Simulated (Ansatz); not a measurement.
An Ansatz (a quantum-chemistry and plane-wave program) run. Input:

Ansatz 0.2 input:
```yaml
crystal:
  lattice:
    - [3.5369069944, 0.0, 0.0]
    - [-1.7684534972, 3.063051308, 0.0]
    - [0.0, 0.0, 5.7134822725]
  atoms:
    - { symbol: In, position: [0.6666666667, 0.3333333333, 0.0020299996] }
    - { symbol: In, position: [0.3333333333, 0.6666666667, 0.5020299996] }
    - { symbol: N, position: [0.6666666667, 0.3333333333, 0.6231700004] }
    - { symbol: N, position: [0.3333333333, 0.6666666667, 0.1231700004] }
kpoints:
  mp_grid: { grid: [7, 7, 4] }
hamiltonian:
  xc: hse06
  pseudopotentials: { kind: paw }
scf:
  n_extra_bands: 6
  occupations: { method: gaussian, width: 0.02 }
output:
  eigenvalues: true
  eigenstates:
    e_range: [-9.0, 8.0]
    kpoints:
      - [0.0, 0.0, 0.0]  # GAMMA
      - [0.0, 0.0, 0.5]  # A
      - [0.3333333333, 0.3333333333, 0.0]  # K
      - [0.3333333333, 0.3333333333, 0.5]  # H
      - [0.5, 0.0, 0.0]  # M
      - [0.5, 0.0, 0.5]  # L
```

Output (shortened):

```
Pseudopotential: In, paw, valence charge 13
Pseudopotential: N, paw, valence charge 5
Functional definition: HSE06
Crystal: 4 atoms, lattice volume = 61.898 Å³
Basis set: ecut = 420 eV, 1213 PW (Γ)
Bands: 24, of which v1, the nominal top of the filled ones, is band 18 counted from 1 (17 counted from 0)
Symmetry: 12 space group operations
Space group: P63mc (ITA 186), of the structure as read, at distance tolerance 4.0e-5 Å
k-points: 24 of 196 (time reversal used)
SCF iter   1: F=—  HF=-11963.212834 eV  |F-HF|=—  |Δ(HF+E_count)|=         —  Δρ=2.79e-3  dr2=6.52e-3  ethr=1.77e-3  ⟨swp⟩=8.0  Hψ=2657  notcnv=0
preconditioner: auto → none
SCF iter   2: F=—  HF=-11963.213035 eV  |F-HF|=—  |Δ(HF+E_count)|=   2.01e-4  Δρ=2.23e-3  dr2=2.83e-3  ethr=1.81e-5  ⟨swp⟩=5.4  Hψ=1817  notcnv=0  defer=22
iter 3 solved again at ethr=1.75e-7 eV; its pass at ethr=7.87e-6 eV (dr2=6.31e-5 eV) is discarded
SCF iter   3: F=—  HF=-11963.212401 eV  |F-HF|=—  |Δ(HF+E_count)|=   6.34e-4  Δρ=4.40e-4  dr2=6.30e-5  ethr=1.75e-7  ⟨swp⟩=4.2  Hψ=2861  notcnv=0  defer=2
SCF iter   4: F=—  HF=-11963.212479 eV  |F-HF|=—  |Δ(HF+E_count)|=   7.76e-5  Δρ=4.89e-5  dr2=8.59e-7  ethr=1.75e-7  ⟨swp⟩=3.1  Hψ=1132  notcnv=0  defer=2
SCF iter   5: F=—  HF=-11963.212480 eV  |F-HF|=—  |Δ(HF+E_count)|=   1.43e-6  Δρ=2.25e-5  dr2=1.50e-7  ethr=2.39e-9  ⟨swp⟩=4.0  Hψ=1772  notcnv=0  defer=1
SCF iter   6: F=—  HF=-11963.212481 eV  |F-HF|=—  |Δ(HF+E_count)|=   5.05e-8  Δρ=7.89e-6  dr2=2.30e-8  ethr=4.16e-10  ⟨swp⟩=3.2  Hψ=1393  notcnv=0  defer=1
SCF iter   7: F=—  HF=-11963.212481 eV  |F-HF|=—  |Δ(HF+E_count)|=   1.52e-8  Δρ=2.78e-6  dr2=2.89e-9  ethr=6.38e-11  ⟨swp⟩=3.2  Hψ=1416  notcnv=0  defer=1
SCF iter   8: F=-11963.212481 eV  HF=-11963.212481 eV  |F-HF|=1.04e-10  |Δ(HF+E_count)|=   1.52e-9  Δρ=6.28e-7  dr2=1.78e-10  ethr=8.04e-12  ⟨swp⟩=3.7  Hψ=1456  notcnv=0  defer=1
SCF 1 converged in 8 iterations: F = -11963.212481 eV  dr2 = 1.78e-10
Crystal: 4 atoms, lattice volume = 61.898 Å³
Exchange kernel: α = 0.2500, screened, ω = 0.2079 Å⁻¹, Wigner–Seitz truncation, v(0) = 1046.7324 eV·Å³, q-mesh 7×7×4, nearest image of the exchange supercell L …
Frozen-core exchange: fock
iter 1 solved again at ethr=8.82e-5 eV; its pass at ethr=1.00e-1 eV (dr2=3.17e-2 eV) is discarded
SCF iter   1: F=—  HF=-11970.835521 eV  |F-HF|=—  |Δ(HF+E_count)|=         —  Δρ=8.92e-3  dr2=3.16e-2  ethr=8.82e-5  ⟨swp⟩=5.1  Hψ=3134  notcnv=0
preconditioner: auto → none
SCF iter   2: F=—  HF=-11970.844554 eV  |F-HF|=—  |Δ(HF+E_count)|=   9.03e-3  Δρ=4.65e-3  dr2=7.25e-3  ethr=7.99e-5  ⟨swp⟩=3.8  Hψ=1295  notcnv=0  defer=6
SCF iter   3: F=—  HF=-11970.842810 eV  |F-HF|=—  |Δ(HF+E_count)|=   1.74e-3  Δρ=7.08e-4  dr2=3.73e-4  ethr=2.01e-5  ⟨swp⟩=3.6  Hψ=1352  notcnv=0  defer=3
SCF iter   4: F=—  HF=-11970.842829 eV  |F-HF|=—  |Δ(HF+E_count)|=   1.88e-5  Δρ=6.05e-4  dr2=2.57e-4  ethr=9.45e-7  ⟨swp⟩=3.7  Hψ=1549  notcnv=0
SCF iter   5: F=—  HF=-11970.842748 eV  |F-HF|=—  |Δ(HF+E_count)|=   8.14e-5  Δρ=2.71e-4  dr2=4.31e-5  ethr=6.85e-7  ⟨swp⟩=2.1  Hψ=1012  notcnv=0
SCF iter   6: F=-11970.842735 eV  HF=-11970.842736 eV  |F-HF|=2.11e-7  |Δ(HF+E_count)|=   1.20e-5  Δρ=2.96e-5  dr2=2.63e-7  ethr=1.17e-7  ⟨swp⟩=3.6  Hψ=1188  notcnv=0
SCF 2 stopped early in 6 iterations: F = -11970.842735 eV  dr2 = 2.63e-7
hybrid outer 1: dexx = +1.813e-2 eV, tail = 2.20e-5 eV
Crystal: 4 atoms, lattice volume = 61.898 Å³
Exchange kernel: α = 0.2500, screened, ω = 0.2079 Å⁻¹, Wigner–Seitz truncation, v(0) = 1046.7324 eV·Å³, q-mesh 7×7×4, nearest image of the exchange supercell L …
Frozen-core exchange: fock
SCF iter   1: F=—  HF=-11970.842298 eV  |F-HF|=—  |Δ(HF+E_count)|=         —  Δρ=7.43e-5  dr2=2.59e-6  ethr=3.05e-7  ⟨swp⟩=5.2  Hψ=1523  notcnv=0
preconditioner: auto → none
iter 2 solved again at ethr=3.93e-10 eV; its pass at ethr=6.90e-9 eV (dr2=1.42e-7 eV) is discarded
SCF iter   2: F=—  HF=-11970.842298 eV  |F-HF|=—  |Δ(HF+E_count)|=   1.24e-7  Δρ=2.16e-5  dr2=1.48e-7  ethr=3.93e-10  ⟨swp⟩=3.8  Hψ=2686  notcnv=0  defer=9
SCF iter   3: F=-11970.842298 eV  HF=-11970.842298 eV  |F-HF|=6.21e-9  |Δ(HF+E_count)|=   8.85e-8  Δρ=1.00e-5  dr2=3.31e-8  ethr=3.73e-10  ⟨swp⟩=2.8  Hψ=1062  notcnv=0  defer=6
SCF 3 converged in 3 iterations: F = -11970.842298 eV  dr2 = 3.31e-8
hybrid outer 2: dexx = +5.435e-7 eV, tail = 8.98e-8 eV, Δε = 2.77e-3 eV (about 1.94e-4 eV left of the loop's levels)
NSCF: frozen V_eff on 6 k-points
hybrid SCF converged: 2 outer / 9 inner (+8 warm-up), last move |dexx| = 5.44e-7 eV, tail = 8.98e-8 eV
Stability not checked (fock_operator)
Free energy (F): -11970.842298 eV
Frozen-core exchange: fock
Harris-Foulkes:  -11970.842298 eV  (|F-HF|=6.21e-9)
Internal energy: -11970.842298 eV  (E = F + TS)
E sigma→0 (E₀):  -11970.842298 eV
Fermi energy:    9.190215 eV
--- Per-component energies (eV) ---
  E_band       = -66.208851
  E_kinetic    = 748.332145
  E_local      = -2532.593454  (includes V_loc(G=0)·N_el)
  E_nonlocal   = 828.651698
  E_hartree    = 980.805198
  E_xc         = -436.925108
  E_vxc        = -278.713409  (∫ρ·V_xc dr)
  E_exx        = -91.718620  (= α·E_x^exact, valence–valence)
  E_paw        = -8600.617511  (= ΣΔE_a)
  E_vpaw       = -610.056183  (= ΣTr[D̂ρ^β])
  E_aug_tail   = 0.000239  (compensation charges beyond the density's cutoff)
  E_ewald      = -2867.755048
  E_core_change = 0.978164  (= ΣΔE_core)
  E_smearing   =  0.000000  (= −TS)
  E_closure    = 0.000000  (closes the sum)
  Σ components = -11970.842298   (vs F -11970.842298, Δ=0.00e0)
  [band-id]    e_kinetic+e_local+e_nonlocal+2·e_hartree+e_vxc+2·e_exx+e_vpaw+e_augmentation_tail = -66.205809   (vs E_band -66.208851, Δ=3.04e-3)
--- Band table (eV; the first three rows and the last of 24) ---
  k-point 0: bands = ["-7.5505", "-7.2797", "-6.0238", "-6.0079", "-6.0079", "-5.9323", "-5.9323", "-5.6987", "-5.6987", "-5.5567", "-5.5567", "-3.7402", "2.6036", "7.8672", "7.8672", "8.8036", "8.8383", "8.8383", "9.5417", "12.8101", "17.1958", "19.3102", "19.3102", "20.1320"]
  k-point 1: bands = ["-7.4991", "-7.2964", "-6.0041", "-6.0041", "-5.9499", "-5.9499", "-5.8135", "-5.6710", "-5.6710", "-5.5712", "-5.5712", "-4.2487", "3.4387", "7.2263", "8.0055", "8.0055", "8.6925", "8.6925", "10.9711", "12.7655", "17.0403", "18.6954", "19.3393", "19.3393"]
  k-point 2: bands = ["-7.3833", "-7.3833", "-5.9836", "-5.9836", "-5.9836", "-5.9836", "-5.6148", "-5.6148", "-5.6148", "-5.6148", "-5.1599", "-5.1599", "5.2497", "5.2497", "8.3450", "8.3450", "8.3450", "8.3450", "12.2742", "12.2742", "17.2568", "17.2568", "19.6286", "19.6286"]
  k-point 23: bands = ["-7.5015", "-7.5015", "-5.8593", "-5.8593", "-5.8239", "-5.8239", "-5.6762", "-5.6762", "-5.6014", "-5.6014", "-3.4527", "-3.4527", "3.3419", "3.3419", "5.4941", "5.4941", "7.4289", "7.4289", "14.9476", "14.9476", "16.5267", "16.5267", …
```

Cost: very roughly 4 core-minutes on shared cores.

Space group P6_3mc (wurtzite). Symmetry was held in the PBEsol relaxation. Scalar-relativistic: spin–orbit coupling is off unless named, which matters more the heavier the elements.

Potentials: the later of the program's two PAW sets.

Ansatz is a plane-wave DFT program.
